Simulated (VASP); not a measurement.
Here is a VASP 6.6.1 calculation.

File INCAR:

```
SYSTEM = CoO
  PREC = Accurate
  ENCUT = 520
  EDIFF = 1E-7
  ISMEAR = 0
  SIGMA = 0.05
  LREAL = .False.
  LASPH = .True.
  NELM = 120
  ALGO = Normal
  ISIF = 2
  LWAVE = .False.
  LCHARG = .False.
  ISPIN = 2
  MAGMOM = 0 0
  LORBIT = 11
  LMAXMIX = 4
  LDAU = .True.
  LDAUTYPE = 2
  LDAUL = 2 -1
  LDAUU = 7 0
  LDAUJ = 0 0
  LDAUPRINT = 1
  GGA = CA
```

The input KPOINTS:

```
Automatic mesh
0
Gamma
  9 9 9
  0 0 0
```

File POSCAR:

```
CoO
1.0
   -1.5080004400      1.5080004400      2.1072503600
    1.5080004400     -1.5080004400      2.1072503600
    1.5080004400      1.5080004400     -2.1072503600
Co O
1 1
Direct
    0.0000000000      0.0000000000      0.0000000000
    0.5000000000      0.5000000000      0.0000000000
```

Potentials or basis: VASP PAW LDA potentials, release 64 (Co, O).

Command:

```bash
$ cat potpaw_LDA.64/Co/POTCAR potpaw_LDA.64/O/POTCAR > POTCAR
$ mpirun -np 1 vasp_std > vasp.out
```

Q: What does it give for the pressure?

A: -36.3 GPa.

Q: Predict the band gap on the k mesh.

A: None (metal or under the smearing width).

Eigenvalues of the final occupation matrices:
```
    site  spin  trace               eigenvalues
site 1 d     1   3.72  0.39 0.41 0.97 0.97 0.97
site 1 d     2   3.72  0.39 0.41 0.97 0.97 0.97
```

Caveat: a pressure of tens of GPa on the cell as given is suspect, and the run, the potentials or the cell itself is likely at fault.
